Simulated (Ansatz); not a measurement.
# CoO (Fm-3m) in Ansatz: convergence with wavefunction cutoff

Aim: find how far wavefunction cutoff must go before the results for CoO settle, at PBEsol. This setting moves, with any that are tied to it; all else stays.

Everything below comes from runs of Ansatz 0.2.0. Logs are shortened: lines on timing, memory, paths and dates and some standing lists are left out, and cuts for length are marked.

### 1 Starting point

Symmetry: Fm-3m, No. 225, cubic system. The conventional cell has a = 4.263 Å, b = 4.263 Å, c = 4.263 Å, α = 90.00°, β = 90.00°, γ = 90.00°. Around Co (site symmetry m-3m) lie 6 O at 2.13 Å. O (site symmetry m-3m) has 6 Co at 2.13 Å as nearest neighbours.

### 2 With wavefunction cutoff 200 eV

The input, input.yaml:

```yaml
crystal:
  lattice:
    - [0.0, 2.1315, 2.1315]
    - [2.1315, 0.0, 2.1315]
    - [2.1315, 2.1315, 0.0]
  atoms:
    - { symbol: Co, position: [0.0, 0.0, 0.0], spin: 2.0 }
    - { symbol: O, position: [0.5, 0.5, 0.5] }
hamiltonian:
  xc: pbesol
  pseudopotentials: { kind: paw }
magnetization:
  spin_polarized: true
kpoints:
  mp_grid: { grid: [9, 9, 9] }
scf:
  occupations: { method: gaussian, width: 0.05 }
output:
  forces: true
  stress: true
  eigenvalues: true
basis:
  ecutwfc: "200 eV"
```

Potentials or basis: Ansatz PAW.

Started as:

```
> ansatz run input.yaml --threads 2 --pin off --max-ram 5632MiB --backend cpu --events-out ev --progress --plain --runs-dir out
```

It took 1 s on 2 threads of Arm Neoverse V2, shared host; peak memory 0.26 GiB.

Results:

| Quantity | Value |
| --- | --- |
| Free energy | -5625.6262 eV |
| Pressure | -25.9 GPa |
| Band gap on the k mesh | none (metal or under the smearing width) |
| Net moment | 2.79 μB per cell |
| Absolute moment | 2.81 μB per cell |
| Site moments | Co +2.28; O +0.36 μB |

### 3 With wavefunction cutoff 250 eV

Changes to input.yaml since step 2:

```diff
@@ -22,2 +22,2 @@
 basis:
-  ecutwfc: "200 eV"
+  ecutwfc: "250 eV"
```

Potentials or basis: Ansatz PAW.

Started as:

```
> ansatz run input.yaml --threads 2 --pin off --max-ram 5632MiB --backend cpu --events-out ev --progress --plain --runs-dir out
```

Wall time 1.2 s (2 threads of Arm Neoverse V2, shared host); peak memory 0.27 GiB.

Results:

| Property | Result |
| --- | --- |
| Free energy | -5646.3791 eV |
| Pressure | -20.6 GPa |
| Band gap on the k mesh | none (metal or under the smearing width) |
| Net moment | 2.92 μB per cell |
| Absolute moment | 2.94 μB per cell |
| Site moments | Co +2.45; O +0.37 μB |

### 4 With wavefunction cutoff 300 eV

Changes to input.yaml since step 3:

```diff
@@ -22,2 +22,2 @@
 basis:
-  ecutwfc: "250 eV"
+  ecutwfc: "300 eV"
```

Started as:

```
> ansatz run input.yaml --threads 2 --pin off --max-ram 5632MiB --backend cpu --events-out ev --progress --plain --runs-dir out
```

Wall time 1.1 s (2 threads of Arm Neoverse V2, shared host); peak memory 0.27 GiB.

What came out:

```
Free energy            : -5651.1865 eV
Pressure               : -8.5 GPa
Band gap on the k mesh : none (metal or under the smearing width)
Net moment             : 3.00 μB per cell
Absolute moment        : 3.01 μB per cell
Site moments           : Co +2.53; O +0.36 μB
```

### 5 With wavefunction cutoff 350 eV

Changes to input.yaml since step 4:

```diff
@@ -22,2 +22,2 @@
 basis:
-  ecutwfc: "300 eV"
+  ecutwfc: "350 eV"
```

Started as:

```
> ansatz run input.yaml --threads 2 --pin off --max-ram 5632MiB --backend cpu --events-out ev --progress --plain --runs-dir out
```

Wall time 1.2 s (2 threads of Arm Neoverse V2, shared host); peak memory 0.28 GiB.

Results:

* Free energy: -5652.1137 eV
* Pressure: -10.3 GPa
* Band gap on the k mesh: none (metal or under the smearing width)
* Net moment: 2.99 μB per cell
* Absolute moment: 3.01 μB per cell
* Site moments: Co +2.52; O +0.35 μB

### 6 With wavefunction cutoff 400 eV

Changes to input.yaml since step 5:

```diff
@@ -22,2 +22,2 @@
 basis:
-  ecutwfc: "350 eV"
+  ecutwfc: "400 eV"
```

Potentials or basis: Ansatz PAW.

Started as:

```
> ansatz run input.yaml --threads 2 --pin off --max-ram 5632MiB --backend cpu --events-out ev --progress --plain --runs-dir out
```

Run time: 1.4 s. Hardware: 2 threads of Arm Neoverse V2, shared host; peak memory 0.28 GiB.

The run converged. Its results:

```
Free energy            : -5652.2335 eV
Pressure               : -10.7 GPa
Band gap on the k mesh : none (metal or under the smearing width)
Net moment             : 2.99 μB per cell
Absolute moment        : 3.01 μB per cell
Site moments           : Co +2.53; O +0.35 μB
```

### 7 With wavefunction cutoff 450 eV

Changes to input.yaml since step 6:

```diff
@@ -22,2 +22,2 @@
 basis:
-  ecutwfc: "400 eV"
+  ecutwfc: "450 eV"
```

Started as:

```
> ansatz run input.yaml --threads 2 --pin off --max-ram 5632MiB --backend cpu --events-out ev --progress --plain --runs-dir out
```

Run time: 1.5 s. Hardware: 2 threads of Arm Neoverse V2, shared host; peak memory 0.29 GiB.

The run converged. Its results:

* Free energy: -5652.2497 eV
* Pressure: -10.7 GPa
* Band gap on the k mesh: none (metal or under the smearing width)
* Net moment: 2.99 μB per cell
* Absolute moment: 3.01 μB per cell
* Site moments: Co +2.53; O +0.35 μB

### 8 With wavefunction cutoff 500 eV

Changes to input.yaml since step 7:

```diff
@@ -22,2 +22,2 @@
 basis:
-  ecutwfc: "450 eV"
+  ecutwfc: "500 eV"
```

Started as:

```
> ansatz run input.yaml --threads 2 --pin off --max-ram 5632MiB --backend cpu --events-out ev --progress --plain --runs-dir out
```

Run time: 1.6 s. Hardware: 2 threads of Arm Neoverse V2, shared host; peak memory 0.29 GiB.

Results (log left out):

| Quantity | Value |
| --- | --- |
| Free energy | -5652.2528 eV |
| Pressure | -10.7 GPa |
| Band gap on the k mesh | none (metal or under the smearing width) |
| Net moment | 2.99 μB per cell |
| Absolute moment | 3.01 μB per cell |
| Site moments | Co +2.53; O +0.35 μB |

### 9 With wavefunction cutoff 600 eV

Changes to input.yaml since step 8:

```diff
@@ -22,2 +22,2 @@
 basis:
-  ecutwfc: "500 eV"
+  ecutwfc: "600 eV"
```

Potentials or basis: Ansatz PAW.

Started as:

```
> ansatz run input.yaml --threads 2 --pin off --max-ram 5632MiB --backend cpu --events-out ev --progress --plain --runs-dir out
```

Wall time 1.6 s (2 threads of Arm Neoverse V2, shared host); peak memory 0.3 GiB.

Results (log left out):

- Free energy: -5652.2545 eV
- Pressure: -10.7 GPa
- Band gap on the k mesh: none (metal or under the smearing width)
- Net moment: 2.99 μB per cell
- Absolute moment: 3.01 μB per cell
- Site moments: Co +2.53; O +0.35 μB

### 10 With wavefunction cutoff 800 eV

Changes to input.yaml since step 9:

```diff
@@ -22,2 +22,2 @@
 basis:
-  ecutwfc: "600 eV"
+  ecutwfc: "800 eV"
```

Potentials or basis: Ansatz PAW.

Started as:

```
> ansatz run input.yaml --threads 2 --pin off --max-ram 5632MiB --backend cpu --events-out ev --progress --plain --runs-dir out
```

What it wrote:

```text
Warning: RAYON_NUM_THREADS=2 ignored (pool sized by the plan → 2); use --threads N
Engine: ansatz 0.2.0, aarch64-unknown-linux-gnu
Pseudopotentials: kind: paw
Pseudopotential: Co, paw, valence charge 17, recommended cutoff 420 eV (normal), Co.paw.azcp
Pseudopotential: O, paw, valence charge 6, recommended cutoff 420 eV (normal), O.paw.azcp
Functional definition: PBEsol
  exchange = pbesol_x
  correlation = pbesol_c
Crystal: 2 atoms, lattice volume = 19.368 Å³
Basis set: ecut = 800 eV, 965 PW (Γ), exchange–correlation on 60×60×60 points (8 copies of the dense FFT grid, shifted against one another)
Bands: 17, of which v1, the nominal top of the filled ones, is band 12 counted from 1 (11 counted from 0)
Symmetry: 48 space group operations
Space group: Fm-3m (ITA 225), of the structure as read, at distance tolerance 2.7e-5 Å
Magnetic group: BNS 225.116 (UNI 1618), of the structure as read, at distance tolerance 2.7e-5 Å
k-points: 35 of 729
Non-local potential: Co, projectors of the file, l = 0: 3, l = 1: 2, l = 2: 3, l = 3: 1
Non-local potential: O, projectors of the file, l = 0: 2, l = 1: 2, l = 2: 1
PAW form: soft (Blöchl's): semilocal exchange-correlation on the pseudo side does not see the compensation charge
PAW frozen core: Co, regenerated for the run's functional, and the local potential with it (the file was generated under x = pbe(κ = 0.804, μ = 0.2195149727645171), c = pbe(β = 0.06672455060314922))
PAW frozen core: O, regenerated for the run's functional, and the local potential with it (the file was generated under x = pbe(κ = 0.804, μ = 0.2195149727645171), c = pbe(β = 0.06672455060314922))
PAW one-centre angular grid: Co, 590 points (default); XC on 64 Gauss nodes
PAW one-centre angular grid: O, 110 points (default); XC on 64 Gauss nodes
Initial density: superposition of atomic densities (chi_scale 0.1, normalization cell, long waves kept (reshape's long-wave potential 0.00 eV rms))
Starting moments: Σ|m| = 2 μB on 1 of 2 sites
Initial wavefunctions: pseudopotential atomic-orbital guess
Functional: x = pbesol(κ = 0.804, μ = 0.12345679012345678), c = pbesol(β = 0.046)
SCF iter   1: F=—  HF=-5651.321788 eV  |F-HF|=—  |Δ(HF+E_count)|=         —  Δρ=1.15e-1 (↑1.04e-1 ↓1.15e-1)  dr2=6.91e0  dr2_m=6.31e-2  M=1.931 μB ∫|m|=1.931 μB  β_m=0.30  ethr=3.10e-3  ⟨swp⟩=5.6  Hψ=5300  notcnv=0
Mixer restart at iter 1: flushing history
preconditioner: auto → none  [metal: Δε(μ)=0.014 eV  Ē_g=12.923 eV  σ=0.050 eV  W_gap=0.15  n_scr=8 (ndim 8)  ℏωp=32.7 eV  f_vac=0.000  D(μ)=7.10/eV (n_scr^D=168)  sad-step TF]
SCF iter   2: F=—  HF=-5652.095187 eV  |F-HF|=—  |Δ(HF+E_count)|=   7.73e-1  Δρ=9.40e-2 (↑9.40e-2 ↓7.54e-2)  dr2=4.96e-1  dr2_m=1.13e0  M=2.724 μB ∫|m|=2.724 μB  β_m=0.34  ethr=3.10e-3  ⟨swp⟩=3.0  Hψ=3024  notcnv=0  defer=55
SCF iter   3: F=—  HF=-5652.302862 eV  |F-HF|=—  |Δ(HF+E_count)|=   2.08e-1  Δρ=9.42e-2 (↑7.12e-2 ↓9.42e-2)  dr2=1.64e-1  dr2_m=1.14e0  M=2.994 μB ∫|m|=2.996 μB  β_m=0.31  ethr=2.16e-3  ⟨swp⟩=2.1  Hψ=2074  notcnv=0  defer=43
SCF iter   4: F=—  HF=-5652.030737 eV  |F-HF|=—  |Δ(HF+E_count)|=         —  Δρ=3.44e-2 (↑3.31e-2 ↓3.44e-2)  dr2=2.58e-1  dr2_m=1.27e-1  M=2.727 μB ∫|m|=2.732 μB  β_m=0.67  ethr=7.14e-4  ⟨swp⟩=2.1  Hψ=2286  notcnv=0  defer=43
Mixer restart at iter 4: flushing history
SCF iter   5: F=—  HF=-5652.214405 eV  |F-HF|=—  |Δ(HF+E_count)|=   1.84e-1  Δρ=5.96e-2 (↑3.14e-2 ↓5.96e-2)  dr2=5.37e-1  dr2_m=2.23e-1  M=3.000 μB ∫|m|=3.012 μB  β_m=0.61  ethr=7.14e-4  ⟨swp⟩=3.1  Hψ=2684  notcnv=0  defer=40
SCF iter   6: F=—  HF=-5652.227577 eV  |F-HF|=—  |Δ(HF+E_count)|=   1.32e-2  Δρ=2.08e-2 (↑2.08e-2 ↓9.10e-3)  dr2=4.89e-2  dr2_m=2.74e-2  M=2.867 μB ∫|m|=2.877 μB  β_m=0.67  ethr=7.14e-4  ⟨swp⟩=3.2  Hψ=2876  notcnv=0  defer=41
SCF iter   7: F=—  HF=-5652.277606 eV  |F-HF|=—  |Δ(HF+E_count)|=   5.00e-2  Δρ=1.91e-2 (↑5.53e-3 ↓1.91e-2)  dr2=5.49e-2  dr2_m=9.89e-3  M=2.990 μB ∫|m|=3.005 μB  β_m=0.54  ethr=2.13e-4  ⟨swp⟩=2.4  Hψ=2939  notcnv=0  defer=44
SCF iter   8: F=—  HF=-5652.254468 eV  |F-HF|=—  |Δ(HF+E_count)|=   2.31e-2  Δρ=3.15e-3 (↑1.08e-3 ↓3.15e-3)  dr2=1.05e-3  dr2_m=5.72e-4  M=2.990 μB ∫|m|=3.007 μB  β_m=0.74  ethr=2.13e-4  ⟨swp⟩=2.6  Hψ=2154  notcnv=0  defer=44
SCF iter   9: F=—  HF=-5652.255710 eV  |F-HF|=—  |Δ(HF+E_count)|=   1.24e-3  Δρ=6.59e-4 (↑4.37e-4 ↓6.59e-4)  dr2=1.42e-4  dr2_m=1.12e-5  M=2.992 μB ∫|m|=3.010 μB  β_m=0.84  ethr=4.57e-6  ⟨swp⟩=1.9  Hψ=1971  notcnv=0  defer=44
SCF iter  10: F=—  HF=-5652.255890 eV  |F-HF|=—  |Δ(HF+E_count)|=   1.80e-4  Δρ=1.29e-4 (↑6.39e-5 ↓1.29e-4)  dr2=5.05e-6  dr2_m=3.93e-7  M=2.993 μB ∫|m|=3.010 μB  β_m=0.92  ethr=6.17e-7  ⟨swp⟩=2.0  Hψ=1663  notcnv=0  defer=44
SCF iter  11: F=—  HF=-5652.255898 eV  |F-HF|=—  |Δ(HF+E_count)|=   7.52e-6  Δρ=2.13e-5 (↑1.33e-5 ↓2.13e-5)  dr2=9.99e-8  dr2_m=1.20e-8  M=2.993 μB ∫|m|=3.011 μB  β_m=0.96  ethr=2.20e-8  ⟨swp⟩=2.0  Hψ=1685  notcnv=0  defer=44
SCF iter  12: F=-5652.255898 eV  HF=-5652.255898 eV  |F-HF|=1.37e-9  |Δ(HF+E_count)|=  4.67e-10  Δρ=6.55e-6 (↑5.31e-6 ↓6.55e-6)  dr2=2.51e-9  dr2_m=5.60e-9  M=2.993 μB ∫|m|=3.011 μB  ethr=4.34e-10  ⟨swp⟩=5.1  Hψ=4817  notcnv=0
SCF 1 converged in 12 iterations: F = -5652.255898 eV  dr2 = 2.51e-9
SCF converged after 12 iterations
Magnetization: 2.9930 μB (12.9965 up, 10.0035 down)
Absolute magnetization: 3.0107 μB (∫|ρ↑−ρ↓|, with the PAW one-centre terms)
Spin contamination: 0.0069 ħ² per cell (⟨S²⟩ above its minimum at these occupations)
Per-site moments (μB) at R_I (Å): [(2.5255500062820766, 0.87924375), (0.3531094544343857, 0.87924375)]
Free energy (F): -5652.255898 eV
Harris-Foulkes:  -5652.255898 eV  (|F-HF|=1.37e-9)
Internal energy: -5652.252007 eV  (E = F + TS)
E sigma→0 (E₀):  -5652.253952 eV
Entropy (-TS):   -0.003891 eV (-1.945 meV/atom)
Fermi energy:    13.763264 eV
--- Per-component energies (eV) ---
  E_band       = -308.249805
  E_kinetic    = 616.220898
  E_local      = -3434.995024  (includes V_loc(G=0)·N_el)
  E_nonlocal   = 516.104196
  E_hartree    = 1406.754690
  E_xc         = -226.016483
  E_vxc        = -291.962463  (∫ρ·V_xc dr)
  E_paw        = -1638.479094  (= ΣΔE_a)
  E_vpaw       = -527.128720  (= ΣTr[D̂ρ^β])
  E_aug_tail   = 0.000169  (compensation charges beyond the density's cutoff)
  E_ewald      = -2892.065066
  E_core_change = 0.223707  (= ΣΔE_core)
  E_smearing   = -0.003891  (= −TS)
  E_closure    = 0.000000  (closes the sum)
  Σ components = -5652.255898   (vs F -5652.255898, Δ=0.00e0)
--- Forces (eV/Å), atoms counted from 1 ---
  atom   1  Co    -0.00000000     0.00000000    -0.00000000
  atom   2  O      0.00000000    -0.00000000     0.00000000
  max |Σ_I F_I| component: 2.04e-29 eV/Å
--- Stress (GPa, compression-positive) ---
      -10.730875       0.000000      -0.000000
       -0.000000     -10.730875      -0.000000
       -0.000000       0.000000     -10.730875
  P = ⅓ Tr σ = -10.7309 GPa (-107.309 kbar)
--- Band table (eV; the first three rows and the last of 70) ---
  k-point 0 ↑: bands = ["-82.9072", "-46.3050", "-46.3050", "-46.3050", "-6.5078", "10.4255", "10.4255", "10.4910", "10.4910", "10.4910", "10.5596", "10.5596", "10.5596", "14.4960", "30.1850", "31.5125", "31.5125"]
  k-point 1 ↑: bands = ["-82.9068", "-46.3094", "-46.3056", "-46.3056", "-6.3786", "9.3403", "9.4570", "9.4570", "10.6266", "10.6266", "10.9474", "11.5246", "11.5246", "15.3269", "28.0991", "31.0260", "31.0260"]
  k-point 2 ↑: bands = ["-82.9057", "-46.3206", "-46.3071", "-46.3071", "-6.0322", "7.7486", "8.6060", "8.6060", "10.8419", "10.8419", "11.2098", "12.5071", "12.5071", "16.8359", "25.5406", "29.4587", "29.4587"]
  k-point 34 ↓: bands = ["-79.8383", "-43.3336", "-43.3283", "-43.3179", "-4.4966", "7.6762", "8.2614", "8.7923", "13.2078", "13.5380", "13.9279", "14.5337", "15.2950", "22.4058", "23.6629", "24.1954", "27.2172"]
```

Wall time 2.2 s (2 threads of Arm Neoverse V2, shared host); peak memory 0.33 GiB.

Results:

* Free energy: -5652.2559 eV
* Pressure: -10.7 GPa
* Band gap on the k mesh: none (metal or under the smearing width)
* Net moment: 2.99 μB per cell
* Absolute moment: 3.01 μB per cell
* Site moments: Co +2.53; O +0.35 μB

### 11 Result

| wavefunction cutoff | energy less the tightest run, at zero smearing (meV/atom) | pressure (GPa) | absolute moment (μB) | SCF cycles | CPU time (s) | peak memory (GiB) |
| --- | --- | --- | --- | --- | --- | --- |
| 200 eV | 13314.88 | -25.85 | 2.81 | 14 | 1.8 | 0.26 |
| 250 eV | 2939.09 | -20.55 | 2.94 | 12 | 2.1 | 0.27 |
| 300 eV | 534.75 | -8.50 | 3.01 | 14 | 1.9 | 0.27 |
| 350 eV | 71.11 | -10.34 | 3.01 | 14 | 2.1 | 0.28 |
| 400 eV | 11.18 | -10.72 | 3.01 | 14 | 2.5 | 0.28 |
| 450 eV | 3.12 | -10.71 | 3.01 | 13 | 2.7 | 0.29 |
| 500 eV | 1.54 | -10.71 | 3.01 | 14 | 2.9 | 0.29 |
| 600 eV | 0.69 | -10.73 | 3.01 | 12 | 3 | 0.3 |
| 800 eV | 0.00 | -10.73 | 3.01 | 12 | 4 | 0.33 |

Against the tightest run, the energy stays within 1 meV/atom from 600 eV on; the pressure stays within 0.1 GPa from 400 eV on; the absolute moment stays within 0.02 μB from 300 eV on. The tightest run that finished is the yardstick and may itself not be fully converged.

Caveats: a cell with one magnetic atom can't hold antiferromagnetic order, which such compounds often take; semilocal functionals often make such compounds metallic where correlation or magnetic order opens a gap, which also shifts bond lengths; the PAW data sets come from PBE, with cores solved anew for the run's functional, which leaves a small shift of forces and pressure.
